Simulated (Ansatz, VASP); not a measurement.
Ge: VASP beside Ansatz

Contents of INCAR:

```
SYSTEM = Ge
PREC = Accurate ; ENCUT = 520
EDIFF = 1E-6 ; ISMEAR = 0
SIGMA = 0.1 ; LREAL = .FALSE.
LASPH = .TRUE. ; NELM = 80
ALGO = Normal ; ISIF = 2
LWAVE = .FALSE. ; LCHARG = .FALSE.
GGA = PE ; NBANDS = 36
```

File KPOINTS:

```
Automatic mesh
0
G
  6 6 6
  0 0 0
```

The input POSCAR:

```
Ge
1.0
    0.0000000000      3.6457968800      5.6916285000
    1.8240210400      0.0000000000      5.6916285000
    1.8240210400      3.6457968800      0.0000000000
Ge
4
Direct
    0.5632310500      0.5632310500      0.9367689500
    0.3132310500      0.3132310500      0.6867689500
    0.6867689500      0.6867689500      0.3132310500
    0.9367689500      0.9367689500      0.5632310500
```

Input for Ansatz:

```yaml
crystal:
  lattice:
    - [0.0, 3.64579688, 5.6916285]
    - [1.82402104, 0.0, 5.6916285]
    - [1.82402104, 3.64579688, 0.0]
  atoms:
    - { symbol: Ge, position: [0.56323105, 0.56323105, 0.93676895] }
    - { symbol: Ge, position: [0.31323105, 0.31323105, 0.68676895] }
    - { symbol: Ge, position: [0.68676895, 0.68676895, 0.31323105] }
    - { symbol: Ge, position: [0.93676895, 0.93676895, 0.56323105] }
basis:
  ecutwfc: 420
kpoints:
  mp_grid: { grid: [6, 6, 6] }
hamiltonian:
  xc: pbe
scf:
  occupations: { method: gaussian, width: 0.1 }
  lower_state_search: "off"
output:
  forces: true
  stress: true
  eigenvalues: true
```

Alike in both runs: task single point; functional PBE; k mesh 6 × 6 × 6; occupations gaussian, width 0.1 eV; no spin polarisation.

|  | VASP | Ansatz |
| --- | --- | --- |
| version | VASP 6.6.1 | Ansatz 0.2.0 |
| potentials or method | VASP PAW PBE potentials, release 64 (Ge_d) | scalar-relativistic, plane waves, PAW |
| plane-wave cutoff (eV) | 520 | 420 |
| valence electrons in the cell | 56 | 56 |

```tsv
	VASP	Ansatz	Ansatz less VASP
gap on the k mesh at the Fermi level (eV)	none	none	-
pressure (GPa)	15.2	15.2	0.00
largest component of the traceless stress (GPa)	7.63	7.66	+0.028
rms of the force components (eV/Å)	0.708	0.712	+0.0043
```

Atom by atom the forces differ by 0.004 eV/Å (rms over components). A gap of «none» marks a metal or a gap that the smearing closes.

Caveats: so large a pressure means that the cell lies far from this level's equilibrium, or that cutoff or potentials fall short (VASP); forces of over 1 eV/Å show positions far from the minimum, so gaps and moduli don't describe the material at rest.
